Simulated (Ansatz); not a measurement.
# TaC: energy and pressure over a range of volumes, part 2 of 2

Aim: scale the cell of TaC up and down at fixed shape and fractional positions, and get the equilibrium volume and bulk modulus with LAPW, PAW and all-electron datasets made for the crystal.

Ansatz 0.2.0; DFT LDA; a database cell (COD). «Crystal datasets» are all-electron PAW datasets made for this crystal. The steps go on from the part before.

## 9. Volume × 1.02, PAW

Contents of input.yaml:

```yaml
crystal:
  lattice:
    - [0.0, 2.2417487742, 2.2417487742]
    - [2.2417487742, 0.0, 2.2417487742]
    - [2.2417487742, 2.2417487742, 0.0]
  atoms:
    - { symbol: Ta, position: [0.0, 0.0, 0.0] }
    - { symbol: C, position: [0.5, 0.5, 0.5] }
kpoints:
  mp_grid: { grid: [16, 16, 16] }
scf:
  occupations: { method: fermi_dirac, width: 0.05 }
hamiltonian:
  xc: lda
  pseudopotentials: { kind: paw }
output:
  forces: true
  stress: true
  eigenvalues: true
  efg: { contact_densities: true }
```

Launch:

```console
$ ansatz run input.yaml --threads 1 --pin off --max-ram 3072MiB --backend cpu --events-out ev --progress --plain --runs-dir out
```

Log, shortened:

```text
Ta: output.efg is read without spin–orbit coupling, which moves field gradients at and beside such atoms by some per cent and up to a factor of two; PAW files take it under magnetization.noncollinear and magnetization.spin_orbit
[...]
Pseudopotentials: kind: paw
Pseudopotential: Ta, paw, valence charge 13, recommended cutoff 420 eV (normal)
Pseudopotential: C, paw, valence charge 4, recommended cutoff 420 eV (normal)
Functional definition: SPW92
[...]
Crystal: 2 atoms, lattice volume = 22.532 Å³
Basis set: ecut = 420 eV, 459 PW (Γ)
Bands: 13, of which v1, the nominal top of the filled ones, is band 9 counted from 1 (8 counted from 0)
Symmetry: 48 space group operations
Space group: Fm-3m (ITA 225), of the structure as read, at distance tolerance 2.8e-5 Å
k-points: 145 of 4096
[...]
--- Forces (eV/Å), atoms counted from 1 ---
  atom   1  Ta    -0.00000000    -0.00000000     0.00000000
  atom   2  C      0.00000000     0.00000000    -0.00000000
[...]
--- Stress (GPa, compression-positive) ---
      -15.308443       0.000000      -0.000000
       -0.000000     -15.308443      -0.000000
       -0.000000       0.000000     -15.308443
  P = ⅓ Tr σ = -15.3084 GPa (-153.084 kbar)
--- PAW observables at the nuclei: V_zz in 10²¹ V/m², potentials from the cell's mean, atoms counted from 1 ---
  atom   1  Ta V_zz =    -0.000000   η = 0.0000   by run symmetry: forbidden
            electrostatic potential = -14499.913199 V   contact ρ = 8123647.280566 e/Å³
  atom   2  C  V_zz =    +0.000000   η = 0.0000   by run symmetry: forbidden
            electrostatic potential = -430.165911 V   contact ρ = 851.973413 e/Å³
--- Band table (eV; the first three rows and the last of 145) ---
  k-point 0: bands = ["-49.4964", "-15.7668", "-15.7668", "-15.7668", "4.7507", "17.9206", "17.9206", "17.9206", "18.8153", "18.8153", "18.8153", "19.8607", "19.8607"]
[...]
```

It took 3.9 s on 1 thread of Arm Neoverse V2, shared host; peak memory 0.36 GiB.

This run gives: pressure -15.31 GPa; no gap.

## 10. Volume × 1.02, crystal datasets

Edit input.yaml of step 9 so:

```diff
@@ -14,3 +14,3 @@
   xc: lda
-  pseudopotentials: { kind: paw }
+  pseudopotentials: { kind: all_electron, datasets: crystal }
 output:
```

Launch:

```console
$ ansatz run input.yaml --threads 1 --pin off --max-ram 3072MiB --backend cpu --events-out ev --progress --plain --runs-dir out
```

Log, shortened:

```text
[...]
band count auto-derived: 22 (N_el = 31.0; filled up to band 16; 20 by the electrons, moments and atoms)
Ta: output.efg is read without spin–orbit coupling, which moves field gradients at and beside such atoms by some per cent and up to a factor of two; PAW files take it under magnetization.noncollinear and magnetization.spin_orbit
[...]
Pseudopotentials: kind: all_electron
Pseudopotential: Ta, paw, valence charge 27, recommended cutoff 460 eV (normal), Koelling and Harmon's equation, gaussian nucleus
Pseudopotential: C, paw, valence charge 4, recommended cutoff 460 eV (normal), Koelling and Harmon's equation, gaussian nucleus
Functional definition: SPW92
[...]
Crystal: 2 atoms, lattice volume = 22.532 Å³
Basis set: ecut = 460 eV, 531 PW (Γ)
Bands: 22, of which v1, the nominal top of the filled ones, is band 16 counted from 1 (15 counted from 0)
Symmetry: 48 space group operations
[...]
  atom   1  Ta    -0.00000000     0.00000000     0.00000000
  atom   2  C      0.00000000    -0.00000000    -0.00000000
[...]
--- Stress (GPa, compression-positive) ---
      -15.404107       0.000000      -0.000000
        0.000000     -15.404107       0.000000
        0.000000      -0.000000     -15.404107
  P = ⅓ Tr σ = -15.4041 GPa (-154.041 kbar)
--- PAW observables at the nuclei: V_zz in 10²¹ V/m², potentials from the cell's mean, atoms counted from 1 ---
  atom   1  Ta V_zz =    +0.000000   η = 0.0000   by run symmetry: forbidden
            electrostatic potential = -14493.884259 V   contact ρ = 8119514.903712 e/Å³
  atom   2  C  V_zz =    +0.000000   η = 0.0000   by run symmetry: forbidden
            electrostatic potential = -428.115760 V   contact ρ = 852.120626 e/Å³
--- Band table (eV; the first three rows and the last of 145) ---
  k-point 0: bands = ["-44.4821", "-10.7584", "-10.7584", "-10.7584", "3.6807", "3.6822", "3.6822", "3.6822", "3.7260", "3.7260", "3.7260", "9.7650", "22.9339", "22.9339", "22.9339", "23.8363", "23.8363", "23.8363", "24.8715", "24.8715"]
[...]
```

Run time: 26 s. Hardware: 1 thread of Arm Neoverse V2, shared host; peak memory 0.69 GiB.

Read from it: pressure -15.40 GPa; no gap.

## 11. Volume × 1.06, LAPW

Contents of input.yaml:

```yaml
crystal:
  lattice:
    - [0.0, 2.2706777555, 2.2706777555]
    - [2.2706777555, 0.0, 2.2706777555]
    - [2.2706777555, 2.2706777555, 0.0]
  atoms:
    - { symbol: Ta, position: [0.0, 0.0, 0.0] }
    - { symbol: C, position: [0.5, 0.5, 0.5] }
kpoints:
  mp_grid: { grid: [16, 16, 16] }
  band_path:
    path:
      - [0.0, 0.0, 0.0]
      - [0.5, 0.0, 0.5]
      - [0.625, 0.25, 0.625]
      - [0.375, 0.375, 0.75]
      - [0.0, 0.0, 0.0]
      - [0.5, 0.5, 0.5]
      - [0.5, 0.25, 0.75]
      - [0.5, 0.0, 0.5]
    npoints: 5
scf:
  occupations: { method: fermi_dirac, width: 0.05 }
hamiltonian:
  xc: lda
  pseudopotentials: { kind: all_electron, lapw: { basis_error: 0.001 } }
output:
  forces: true
  stress: true
  eigenvalues: true
```

Launch:

```console
$ ansatz run input.yaml --threads 1 --pin off --max-ram 3072MiB --backend cpu --events-out ev --progress --plain --runs-dir out
```

Log, shortened:

```text
LAPW: plane waves up to 9.095 Å⁻¹, error target 1.0e-3 eV per atom; small_component_spin mean_spin; C in spheres of 0.937 Å, 6 of its electrons in bands, Dirac shells []; Ta in spheres of 1.334 Å, 43 of its electrons in bands, Dirac shells []
[...]
Pseudopotentials: kind: all_electron
Pseudopotential: Ta, LAPW, valence charge 43, Koelling and Harmon's equation, gaussian nucleus
Pseudopotential: C, LAPW, valence charge 6, Koelling and Harmon's equation, gaussian nucleus
Functional definition: SPW92
[...]
Crystal: 2 atoms, lattice volume = 23.415 Å³
Basis set: ecut = 315.123653373851 eV, 307 PW (Γ), exchange–correlation at level 2
Bands: 30, of which v1, the nominal top of the filled ones, is band 25 counted from 1 (24 counted from 0)
Symmetry: 48 space group operations
Space group: Fm-3m (ITA 225), of the structure as read, at distance tolerance 2.9e-5 Å
k-points: 145 of 4096
[...]
the basis was enlarged: its passes take 121.9 KiB over the memory plan, 1 of 1 planned eigensolver slots
[...]
SCF iter  10: F=-425349.803422 eV  HF=-425349.803422 eV  |F-HF|=4.69e-8  |Δ(HF+E_count)|=   1.08e-7  Δρ=1.26e-5  dr2=4.32e-8  ethr=1.10e-9  ⟨swp⟩=2.2  Hψ=13010  notcnv=0
[...]
NSCF: frozen V_eff on 36 k-points
SCF converged after 10 iterations
Free energy (F): -425349.803422 eV
[...]
E sigma→0 (E₀):  -425349.801659 eV
Entropy (-TS):   -0.003526 eV (-1.763 meV/atom)
Fermi energy:    23.244478 eV
[...]
--- Forces (eV/Å), atoms counted from 1 ---
  atom   1  Ta    -0.00000000     0.00000000    -0.00000000
  atom   2  C      0.00000000    -0.00000000     0.00000000
[...]
--- Stress (GPa, compression-positive) ---
      -25.644517       0.000000       0.000000
        0.000000     -25.644517      -0.000000
        0.000000      -0.000000     -25.644517
  P = ⅓ Tr σ = -25.6445 GPa (-256.445 kbar)
--- Band table (eV; the first three rows and the last of 145) ---
[...]
```

It took 41 s on 1 thread of Arm Neoverse V2, shared host; peak memory 0.53 GiB.

In short: pressure -25.64 GPa; no gap.

## 12. Volume × 1.06, PAW

Contents of input.yaml:

```yaml
crystal:
  lattice:
    - [0.0, 2.2706777555, 2.2706777555]
    - [2.2706777555, 0.0, 2.2706777555]
    - [2.2706777555, 2.2706777555, 0.0]
  atoms:
    - { symbol: Ta, position: [0.0, 0.0, 0.0] }
    - { symbol: C, position: [0.5, 0.5, 0.5] }
kpoints:
  mp_grid: { grid: [16, 16, 16] }
scf:
  occupations: { method: fermi_dirac, width: 0.05 }
hamiltonian:
  xc: lda
  pseudopotentials: { kind: paw }
output:
  forces: true
  stress: true
  eigenvalues: true
  efg: { contact_densities: true }
```

Launch:

```console
$ ansatz run input.yaml --threads 1 --pin off --max-ram 3072MiB --backend cpu --events-out ev --progress --plain --runs-dir out
```

Log, shortened:

```text
Ta: output.efg is read without spin–orbit coupling, which moves field gradients at and beside such atoms by some per cent and up to a factor of two; PAW files take it under magnetization.noncollinear and magnetization.spin_orbit
[...]
Pseudopotentials: kind: paw
Pseudopotential: Ta, paw, valence charge 13, recommended cutoff 420 eV (normal)
Pseudopotential: C, paw, valence charge 4, recommended cutoff 420 eV (normal)
Functional definition: SPW92
[...]
Crystal: 2 atoms, lattice volume = 23.415 Å³
Basis set: ecut = 420 eV, 459 PW (Γ)
Bands: 13, of which v1, the nominal top of the filled ones, is band 9 counted from 1 (8 counted from 0)
Symmetry: 48 space group operations
Space group: Fm-3m (ITA 225), of the structure as read, at distance tolerance 2.9e-5 Å
k-points: 145 of 4096
[...]
--- Forces (eV/Å), atoms counted from 1 ---
  atom   1  Ta    -0.00000000     0.00000000     0.00000000
  atom   2  C      0.00000000    -0.00000000    -0.00000000
[...]
--- Stress (GPa, compression-positive) ---
      -25.661422      -0.000000       0.000000
       -0.000000     -25.661422       0.000000
       -0.000000       0.000000     -25.661422
  P = ⅓ Tr σ = -25.6614 GPa (-256.614 kbar)
--- PAW observables at the nuclei: V_zz in 10²¹ V/m², potentials from the cell's mean, atoms counted from 1 ---
  atom   1  Ta V_zz =    -0.000000   η = 0.0000   by run symmetry: forbidden
            electrostatic potential = -14498.680859 V   contact ρ = 8123641.007950 e/Å³
  atom   2  C  V_zz =    -0.000000   η = 0.0000   by run symmetry: forbidden
            electrostatic potential = -429.038390 V   contact ρ = 851.976373 e/Å³
--- Band table (eV; the first three rows and the last of 145) ---
  k-point 0: bands = ["-50.4070", "-16.6791", "-16.6791", "-16.6791", "4.2105", "17.1799", "17.1799", "17.1799", "18.0334", "18.0334", "18.0334", "19.0107", "19.0107"]
[...]
```

Run time: 4 s. Hardware: 1 thread of Arm Neoverse V2, shared host; peak memory 0.36 GiB.

In short: pressure -25.66 GPa; no gap.

## 13. Volume × 1.06, crystal datasets

Edit input.yaml of step 12 so:

```diff
@@ -14,3 +14,3 @@
   xc: lda
-  pseudopotentials: { kind: paw }
+  pseudopotentials: { kind: all_electron, datasets: crystal }
 output:
```

Launch:

```console
$ ansatz run input.yaml --threads 1 --pin off --max-ram 3072MiB --backend cpu --events-out ev --progress --plain --runs-dir out
```

Log, shortened:

```text
[...]
band count auto-derived: 22 (N_el = 31.0; filled up to band 16; 20 by the electrons, moments and atoms)
Ta: output.efg is read without spin–orbit coupling, which moves field gradients at and beside such atoms by some per cent and up to a factor of two; PAW files take it under magnetization.noncollinear and magnetization.spin_orbit
[...]
Pseudopotentials: kind: all_electron
Pseudopotential: Ta, paw, valence charge 27, recommended cutoff 440 eV (normal), Koelling and Harmon's equation, gaussian nucleus
Pseudopotential: C, paw, valence charge 4, recommended cutoff 440 eV (normal), Koelling and Harmon's equation, gaussian nucleus
Functional definition: SPW92
[...]
Crystal: 2 atoms, lattice volume = 23.415 Å³
Basis set: ecut = 440 eV, 531 PW (Γ)
Bands: 22, of which v1, the nominal top of the filled ones, is band 16 counted from 1 (15 counted from 0)
Symmetry: 48 space group operations
[...]
  atom   1  Ta    -0.00000000     0.00000000    -0.00000000
  atom   2  C      0.00000000    -0.00000000    -0.00000000
[...]
--- Stress (GPa, compression-positive) ---
      -25.648395      -0.000000       0.000000
       -0.000000     -25.648395       0.000000
        0.000000       0.000000     -25.648395
  P = ⅓ Tr σ = -25.6484 GPa (-256.484 kbar)
--- PAW observables at the nuclei: V_zz in 10²¹ V/m², potentials from the cell's mean, atoms counted from 1 ---
  atom   1  Ta V_zz =    +0.000000   η = 0.0000   by run symmetry: forbidden
            electrostatic potential = -14492.741236 V   contact ρ = 8119508.575519 e/Å³
  atom   2  C  V_zz =    +0.000000   η = 0.0000   by run symmetry: forbidden
            electrostatic potential = -427.005797 V   contact ρ = 852.123711 e/Å³
--- Band table (eV; the first three rows and the last of 145) ---
  k-point 0: bands = ["-45.5694", "-11.8512", "-11.8512", "-11.8512", "2.5685", "2.5713", "2.5713", "2.5713", "2.6084", "2.6084", "2.6084", "9.0353", "22.0047", "22.0047", "22.0047", "22.8631", "22.8631", "22.8631", "23.8341", "23.8341"]
[...]
```

Run time: 26 s. Hardware: 1 thread of Arm Neoverse V2, shared host; peak memory 0.7 GiB.

Result: pressure -25.65 GPa; no gap.

## 14. Fits

```
          method  volume (Å³/atom)  F above the lowest (meV/atom)  pressure (GPa)
            LAPW            10.603                            0.0            4.69
            LAPW            10.934                            1.8           -6.15
            LAPW            11.266                           24.4          -15.40
            LAPW            11.708                           81.5          -25.64
             PAW            10.603                            0.0            5.02
             PAW            10.934                            1.3           -5.96
             PAW            11.266                           23.5          -15.31
             PAW            11.708                           80.5          -25.66
crystal datasets            10.603                              –            4.69
crystal datasets            10.934                              –           -6.16
crystal datasets            11.266                              –          -15.40
crystal datasets            11.708                              –          -25.65
```

## 15. Results

This closing draws on all 2 parts.

```
                                  quantity           value
                 equilibrium volume (LAPW)  10.740 Å³/atom
                       bulk modulus (LAPW)         356 GPa
            its pressure derivative (LAPW)             4.2
                  equilibrium volume (PAW)  10.748 Å³/atom
                        bulk modulus (PAW)         359 GPa
             its pressure derivative (PAW)             4.2
     equilibrium volume (crystal datasets)  10.740 Å³/atom
           bulk modulus (crystal datasets)         356 GPa
its pressure derivative (crystal datasets)             4.2
```

In words: By LAPW, the pressure vanishes at 10.74 Å³/atom (-2.8 % from the starting cell) and the bulk modulus there is 356 GPa (Birch-Murnaghan, third order). PAW's volume lies +0.07 % and its modulus +0.9 % from LAPW's. No thermal or zero-point expansion is included. Spin-orbit coupling is left out, though the cell holds Ta; in elements this heavy it can shift bands and gaps by tenths of an eV.
